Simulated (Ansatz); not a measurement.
## BP under changes of volume

One of the cells (11.682 Å³/atom); the others are scaled copies at fixed shape and fractional positions:

```
P B
1.0
     0.00000    2.26900    2.26900
     2.26900    0.00000    2.26900
     2.26900    2.26900    0.00000
P B
1 1
Direct
  0.75000 0.75000 0.75000
  0.00000 0.00000 0.00000
```

| Item | Value |
| --- | --- |
| Program | Ansatz 0.2.0 |
| Functional | revPBE |
| Potentials or basis | Ansatz PAW |
| Cutoff | 420 eV (not typed: the program's choice for these potentials) |
| k mesh | 10 × 10 × 10 |
| Occupations | fermi-dirac, width 0.05 eV |
| Spin | no spin polarisation |

```tsv
volume (Å³/atom)	energy over the lowest point (meV/atom)	pressure (GPa)	gap on the mesh (eV)
10.981	41.25	15.0	1.17
11.214	?	?	?
11.448	9.74	6.8	1.23
11.682	2.38	3.3	1.26
11.915	0.00	0.1	1.29
12.149	2.10	-2.9	1.31
12.383	8.29	-5.6	1.34
```

**Question.** What does the run at 11.214 Å³/atom give?

**Answer.** Energy over the lowest point 22.50 meV/atom; pressure 10.7 GPa; gap on the mesh 1.20 eV.

Worked out: A Birch-Murnaghan fit of order 3 (a polynomial in V^(-2/3)) to the other rows has its minimum at 11.92 Å³/atom with B0 = V·E''(V) = 157 GPa and B' = 3.8. It gives 22.54 meV/atom at 11.214 Å³/atom, against the run's 22.50, and -dE/dV = 10.8 GPa, against 10.7. A straight line through the other rows of the gap, of slope 1.41 eV per unit of ln V, gives 1.20 eV, against the run's 1.20.

Energies are extrapolated to zero smearing.

Caveats: the PAW data sets come from PBE, with cores solved anew for the run's functional, which leaves a small shift of forces and pressure.

A mesh can miss the band edges.
